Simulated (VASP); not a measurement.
# P in VASP: notebook

One slab, P, is run at these levels: r2SCAN; tasks: single point.

Everything below comes from runs of VASP 6.6.1. Logs are shortened: lines on timing, memory, paths and dates and some standing lists are left out, and cuts for length are marked.

### 1 The structure

The cell holds a slab with vacuum, 2 atoms: a = 3.407 Å, b = 3.407 Å, c = 28.000 Å, α = 90.00°, β = 90.00°, γ = 120.00°.

The cell was built by a generator and needn't be a form met in nature.

### 2 Single point, r2SCAN

POSCAR reads:

```
P
1.0
    3.4070000000      0.0000000000      0.0000000000
   -1.7035000000      2.9505485507      0.0000000000
    0.0000000000      0.0000000000     28.0000000000
P
2
Direct
    0.3333333333      0.6666666667      0.5187321429
    0.6666666667      0.3333333333      0.4812678571
```

INCAR.step1 reads:

```
SYSTEM = P
PREC = Accurate ; ENCUT = 520
ISMEAR = 0 ; SIGMA = 0.02
LREAL = .FALSE. ; LASPH = .TRUE.
NELM = 80 ; LDIPOL = .TRUE.
IDIPOL = 3 ; DIPOL = 0.5 0.5 0.500
NBANDS = 12 ; GGA = PE
ALGO = Normal ; EDIFF = 1E-4
LWAVE = .TRUE. ; LCHARG = .FALSE.
```

INCAR.step2 reads:

```
SYSTEM = P
PREC = Accurate ; ENCUT = 520
EDIFF = 1E-7 ; ISMEAR = 0
SIGMA = 0.02 ; LREAL = .FALSE.
LASPH = .TRUE. ; NELM = 80
ALGO = Normal ; ISIF = 2
LWAVE = .FALSE. ; LCHARG = .FALSE.
LDIPOL = .TRUE. ; IDIPOL = 3
DIPOL = 0.5 0.5 0.500 ; METAGGA = R2SCAN
LMIXTAU = .TRUE. ; NBANDS = 12
ISTART = 1
```

KPOINTS reads:

```
Automatic mesh
0
G
  9 9 1
  0 0 0
```

Potentials or basis: VASP PAW PBE potentials, release 64 (P).

Command:

```console
$ cat potpaw_PBE.64/P/POTCAR > POTCAR
$ cp INCAR.step1 INCAR
$ mpirun -np 1 vasp_std > vasp.out
$ cp INCAR.step2 INCAR
$ mpirun -np 1 vasp_std > vasp.out
```

OUTCAR:

```text
SYSTEM = P
   PREC = Accurate
   ENCUT = 520
   EDIFF = 1E-7
   ISMEAR = 0
   LREAL = .FALSE.
   LASPH = .TRUE.
   NELM = 80
   ISIF = 2
   METAGGA = R2SCAN
   ISTART = 1

 ion  position               nearest neighbor table
   1  0.333  0.667  0.519-   2 2.23   2 2.23   2 2.23
   2  0.667  0.333  0.481-   1 2.23   1 2.23   1 2.23

  LATTYP: Found a hexagonal cell.
 ALAT       =     3.4070000000
 C/A-ratio  =     8.2183739360

  Lattice vectors:

 A1 = (   3.4070000000,   0.0000000000,   0.0000000000)
 A2 = (  -1.7035000000,   2.9505485507,   0.0000000000)
 A3 = (   0.0000000000,   0.0000000000,  28.0000000000)

Analysis of symmetry for initial positions (statically):
=====================================================================
 Subroutine PRICEL returns:
 Original cell was already a primitive cell.

 Routine SETGRP: Setting up the symmetry group for a
 hexagonal supercell.

 Subroutine GETGRP returns: Found 12 space group operations
 (whereof 12 operations were pure point group operations)
 out of a pool of 24 trial point group operations.

The static configuration has the point symmetry D_3d.

Analysis of symmetry for dynamics (positions and initial velocities):
=====================================================================
 Subroutine PRICEL returns:
 Original cell was already a primitive cell.

 Routine SETGRP: Setting up the symmetry group for a
 hexagonal supercell.

 Subroutine GETGRP returns: Found 12 space group operations
 (whereof 12 operations were pure point group operations)
 out of a pool of 24 trial point group operations.

The dynamic configuration has the point symmetry D_3d.

 Subroutine INISYM returns: Found 12 space group operations
 (whereof 12 operations are pure point group operations),
 and found     1 'primitive' translations

----------------------------------------------------------------------------------------

                                     Primitive cell

  volume of cell :     281.4705

  direct lattice vectors                    reciprocal lattice vectors
     3.407000000  0.000000000  0.000000000     0.293513355  0.169460014  0.000000000
    -1.703500000  2.950548551  0.000000000     0.000000000  0.338920029  0.000000000
     0.000000000  0.000000000 28.000000000     0.000000000  0.000000000  0.035714286

  length of vectors
     3.407000000  3.407000000 28.000000000     0.338920029  0.338920029  0.035714286

  position of ions in fractional coordinates (direct lattice)
     0.333333333  0.666666667  0.518732143
     0.666666667  0.333333333  0.481267857

  ion indices of the primitive-cell ions
   primitive index   ion index
                 1           1
                 2           2

----------------------------------------------------------------------------------------

 KPOINTS: Automatic mesh

Automatic generation of k-mesh.
 Grid dimensions read from file:
 generate k-points for:    9    9    1

 Generating k-lattice:

  Cartesian coordinates                     Fractional coordinates (reciprocal lattice)
     0.032612595  0.018828890  0.000000000     0.111111111 -0.000000000  0.000000000
     0.000000000  0.037657781  0.000000000     0.000000000  0.111111111  0.000000000
     0.000000000  0.000000000  0.035714286     0.000000000  0.000000000  1.000000000

  Length of vectors
     0.037657781  0.037657781  0.035714286

  Shift w.r.t. Gamma in fractional coordinates (k-lattice)
     0.000000000  0.000000000  0.000000000

 Subroutine IBZKPT returns following result:
 ===========================================

 Found     12 irreducible k-points:

 Following reciprocal coordinates:
            Coordinates               Weight
  0.000000  0.000000  0.000000      1.000000
  0.111111 -0.000000  0.000000      6.000000
  0.222222  0.000000  0.000000      6.000000
  0.333333 -0.000000  0.000000      6.000000
  0.444444  0.000000  0.000000      6.000000
  0.111111  0.111111  0.000000      6.000000
  0.222222  0.111111  0.000000     12.000000
  0.333333  0.111111  0.000000     12.000000
  0.444444  0.111111  0.000000      6.000000
  0.222222  0.222222  0.000000      6.000000
  0.333333  0.222222  0.000000     12.000000
  0.333333  0.333333  0.000000      2.000000
   k-points           NKPTS =     12   k-points in BZ     NKDIM =     12   number of bands    NBANDS=     12
   number of dos      NEDOS =    301   number of ions     NIONS =      2
   total plane-waves  NPLWV = 164640
   dimension x,y,z NGX =    28 NGY =   28 NGZ =  210
   dimension x,y,z NGXF=    56 NGYF=   56 NGZF=  420
   ions per type =               2
   NGX,Y,Z   is equivalent  to a cutoff of  13.66, 13.66, 12.47 a.u.
   NGXF,Y,Z  is equivalent  to a cutoff of  27.33, 27.33, 24.94 a.u.
 SYSTEM =  P
   PREC   = accura    normal or accurate (medium, high low for compatibility)
   ISTART =      1    job   : 0-new  1-cont  2-samecut
   ICHARG =      0    charge: 1-file 2-atom 10-const
   ISPIN  =      1    spin polarized calculation?
   LNONCOLLINEAR =      F non collinear calculations
   LSORBIT =      F    spin-orbit coupling
   LASPH  =      T    aspherical Exc in radial PAW
   ENCUT  =  520.0 eV  38.22 Ry    6.18 a.u.   6.33  6.33 52.06*2*pi/ulx,y,z
   NELM   =     80;   NELMIN=  2; NELMDL=  0     # of ELM steps
   EDIFF  = 0.1E-06   stopping-criterion for ELM
   LREAL  =      F    real-space projection
   EDIFFG = 0.1E-05   stopping-criterion for IOM
   NSW    =      0    number of steps for IOM
   IBRION =     -1    ionic relax: 0-MD 1-quasi-New 2-CG
   NFREE  =      0    steps in history (QN), initial steepest desc. (CG)
   ISIF   =      2    stress and relaxation
   ISYM   =      2    0-nonsym 1-usesym 2-fastsym
   POTIM  = 0.5000    time-step for ionic-motion
   TEBEG  =    0.0;   TEEND  =   0.0 temperature during run
   PSTRESS=    0.0 pullay stress
   NELECT =      10.0000    total number of electrons
   NUPDOWN=      -1.0000    fix difference up-down
   EMIN   =  10.00;   EMAX   =-10.00  energy-range for DOS
   EFERMI =   0.00;   METHOD = LEGACY
   ISMEAR =     0;   SIGMA  =   0.02  broadening in eV -4-tet -1-fermi 0-gaus
   EFERMI_NEDOS =   21; number of points for ismear=-14 and -15
   IALGO  =     38    algorithm
   IMIX   =      4    mixing-type and parameters
     AMIX     =   0.40;   BMIX     =  1.00
     AMIX_MAG =   1.60;   BMIX_MAG =  1.00
  volume/ion in A,a.u.               =     140.74       949.73
  Fermi-wavevector in a.u.,A,eV,Ry     =   0.538184  1.017020  3.940814  0.289642
  Thomas-Fermi vector in A             =   1.564297
   LORBIT       =      0    0 simple, 1 ext, 2 COOP (PROOUT), +10 PAW based schemes
   METAGGA = R2SCAN    functional components
   LHFCALC =     F    Hartree Fock is set to
   AEXX    =    0.0000 exact exchange contribution
   IVDW    =     0    specifies the selected vdW correction
   LEPSILON=     F    determine dielectric tensor
   LRPA    =     F    only Hartree local field effects (RPA)
 non-spin polarized calculation
 Gauss-broadening in eV      SIGMA  =   0.02
  energy-cutoff  :      520.00
  volume of cell :      281.47
 maximum number of plane-waves:      7621
 NGX is ok and might be reduce to    28
   NGX = 13   NGY = 13   NGZ =105

 number of electron      10.0000000 magnetization

 dipolmoment           0.000000      0.000000     -0.000000 electrons x Angstroem

 Free energy of the ion-electron system (eV)
  ---------------------------------------------------
  ext. energy  EPLUGINS =         0.00000000
  ---------------------------------------------------
  free energy    TOTEN  =       -17.61235933 eV

  energy without entropy =      -17.61235933  energy(sigma->0) =      -17.61235933

 E-fermi :  -4.2679     XC(G=0):  -1.7427

 val. band max:       -4.3834302188   @ k =   0.1111   0.1111   0.0000
 cond. band min:      -3.5015932471   @ k =   0.4444   0.0000   0.0000
 fundamental gap:      0.8818369717
 Fermi energy:        -4.2678815162

 k-point     1 :       0.0000    0.0000    0.0000
  band No.  band energies     occupation
      1     -20.0106      2.00000
      2     -10.9359      2.00000
      3      -6.5840      2.00000
      4      -6.5840      2.00000
      5      -4.4969      2.00000
      6      -2.5599      0.00000
      7      -1.6863      0.00000
      8      -1.6863      0.00000
      9       1.3076      0.00000
     10       1.5835      0.00000
     11       1.8809      0.00000
     12       2.0648      0.00000

 k-point     2 :       0.1111   -0.0000    0.0000
  band No.  band energies     occupation
      1     -19.8201      2.00000
      2     -10.8729      2.00000
      3      -7.8224      2.00000
      4      -6.9329      2.00000
      5      -4.4360      2.00000
      6      -2.2758      0.00000
      7      -1.1129      0.00000
      8      -0.9954      0.00000
      9       1.5210      0.00000
     10       1.7727      0.00000
     11       2.0474      0.00000
     12       2.2779      0.00000

 k-point     3 :       0.2222    0.0000    0.0000
  band No.  band energies     occupation
      1     -19.2569      2.00000
      2     -11.2540      2.00000
      3      -9.1946      2.00000
      4      -7.6034      2.00000
      5      -4.4231      2.00000
      6      -2.9352      0.00000
      7       0.0167      0.00000
      8       0.4182      0.00000
      9       2.1530      0.00000
     10       2.2905      0.00000
     11       2.5546      0.00000
     12       2.9129      0.00000
[... 106 lines left out ...]
 k-point    11 :       0.3333    0.2222    0.0000
  band No.  band energies     occupation
      1     -16.7630      2.00000
      2     -14.7569      2.00000
      3     -10.5331      2.00000
      4      -7.4444      2.00000
      5      -5.8803      2.00000
      6      -1.4340      0.00000
      7      -0.1091      0.00000
      8       1.0191      0.00000
      9       2.9480      0.00000
     10       3.7898      0.00000
     11       5.2039      0.00000
     12       5.4011      0.00000

 k-point    12 :       0.3333    0.3333    0.0000
  band No.  band energies     occupation
      1     -15.7260      2.00000
      2     -15.7260      2.00000
      3     -11.0679      2.00000
      4      -6.5907      2.00000
      5      -6.5907      2.00000
      6      -1.8804      0.00000
      7       1.5402      0.00000
      8       1.5402      0.00000
      9       2.9100      0.00000
     10       3.8414      0.00000
     11       3.8414      0.00000
     12       5.5707      0.00000

------------------------ aborting loop because EDIFF is reached ----------------------------------------

 vacuum level on the upper side and lower side of the slab       (xc-potential included)        -0.059        -0.059

  FORCE on cell =-STRESS in cart. coord.  units (eV):
  Direction    XX          YY          ZZ          XY          YZ          ZX
  --------------------------------------------------------------------------------------
  -------------------------------------------------------------------------------------
  Total       -1.3210262     -1.3210262      2.2084279     -0.0000000      0.0000000      0.0000000
  in kB       -7.5195022     -7.5195022     12.5707410     -0.0000000      0.0000000      0.0000000
  external PRESSURE =      -0.8227545 kB  Pullay stress =       0.0000000 kB

 VOLUME and BASIS-vectors are now :
 -----------------------------------------------------------------------------
  energy-cutoff  :      520.00
  volume of cell :      281.47
      direct lattice vectors                 reciprocal lattice vectors
     3.407000000  0.000000000  0.000000000     0.293513355  0.169460014  0.000000000
    -1.703500000  2.950548551  0.000000000     0.000000000  0.338920029  0.000000000
     0.000000000  0.000000000 28.000000000     0.000000000  0.000000000  0.035714286

 POSITION                                       TOTAL-FORCE (eV/Angst)
 -----------------------------------------------------------------------------------
     -0.00000      1.96703     14.52450         0.000000      0.000000      2.115562
      1.70350      0.98352     13.47550        -0.000000     -0.000000     -2.115562
 -----------------------------------------------------------------------------------
    total drift:                                0.000000      0.000000     -0.000000

  FREE ENERGIE OF THE ION-ELECTRON SYSTEM (eV)
  ---------------------------------------------------
  free  energy   TOTEN  =       -17.6123593344 eV

  energy  without entropy=      -17.6123593344  energy(sigma->0) =      -17.61235933

 vacuum level on the upper side and lower side of the slab         1.562         1.562
```

Run time: 2.9 min. Hardware: 1 thread of AMD EPYC 9R45 (Zen 5), shared host; peak memory 0.38 GiB.

What came out:

| Property | Result |
| --- | --- |
| Free energy | -17.6124 eV |
| Largest force | 2.116 eV/Å |
| Band gap on the k mesh | 0.88 eV, indirect (least direct gap 1.49 eV) |

Forces in eV/Å, atoms in the order of the input:
```
P    0.000  0.000  2.116
P    0.000  0.000 -2.116
```

Caveat: the PAW data sets were made with another functional, which shifts forces and pressure a little. r2SCAN opens gaps a little over a GGA but as a rule still falls short of measured ones.

### 3 Single point, r2SCAN

This run uses another cell than the first one, of 111.17 Å³/atom, 0.790 times its volume.

POSCAR reads:

```
P
1.0
    3.0280000000      0.0000000000      0.0000000000
   -1.5140000000      2.6223249227      0.0000000000
    0.0000000000      0.0000000000     28.0000000000
P
2
Direct
    0.3333333333      0.6666666667      0.5187321429
    0.6666666667      0.3333333333      0.4812678571
```

INCAR.step1 reads:

```
ALGO = Normal ; DIPOL = 0.5 0.5 0.500
EDIFF = 1E-4 ; ENCUT = 520
GGA = PE ; IDIPOL = 3
ISMEAR = 0 ; LASPH = T
LCHARG = F ; LDIPOL = T
LREAL = F ; LWAVE = T
NBANDS = 12 ; NELM = 80
PREC = Accurate ; SIGMA = 0.02
```

INCAR.step2 reads:

```
ALGO = Normal ; DIPOL = 0.5 0.5 0.500
EDIFF = 1E-7 ; ENCUT = 520
IDIPOL = 3 ; ISIF = 2
ISMEAR = 0 ; ISTART = 1
LASPH = T ; LCHARG = F
LDIPOL = T ; LMIXTAU = T
LREAL = F ; LWAVE = F
METAGGA = R2SCAN ; NBANDS = 12
NELM = 80 ; PREC = Accurate
SIGMA = 0.02
```

KPOINTS reads:

```
k-points
0
Gamma
  9 9 1
```

Potentials or basis: VASP PAW PBE potentials, release 64 (P).

Command:

```console
$ cat potpaw_PBE.64/P/POTCAR > POTCAR
$ cp INCAR.step1 INCAR
$ mpirun -np 1 vasp_std > vasp.out
$ cp INCAR.step2 INCAR
$ mpirun -np 1 vasp_std > vasp.out
```

Run time: 2.7 min. Hardware: 1 thread of AMD EPYC 9R45 (Zen 5), shared host; peak memory 0.34 GiB.

Results (log left out):

```
Free energy            : -16.9464 eV
Largest force          : 5.131 eV/Å
Band gap on the k mesh : 1.45 eV, indirect (least direct gap 1.97 eV)
```

Forces on the atoms (eV/Å):
```
P    0.000  0.000  5.131
P    0.000  0.000 -5.131
```

Levels at points of the mesh, in eV from the valence-band top:
| k point | band 1 | band 2 | band 3 | band 4 | band 5 | band 6 | band 7 | band 8 | band 9 | band 10 |
| --- | --- | --- | --- | --- | --- | --- | --- | --- | --- | --- |
| (0.00, 0.00, 0.00) | -17.70 | -7.57 | -1.07 | -1.07 | -0.75 | 4.00 | 4.00 | 5.12 | 6.13 | 6.33 |

Caveat: the PAW data sets were made with another functional, which shifts forces and pressure a little. r2SCAN opens gaps a little over a GGA but as a rule still falls short of measured ones.
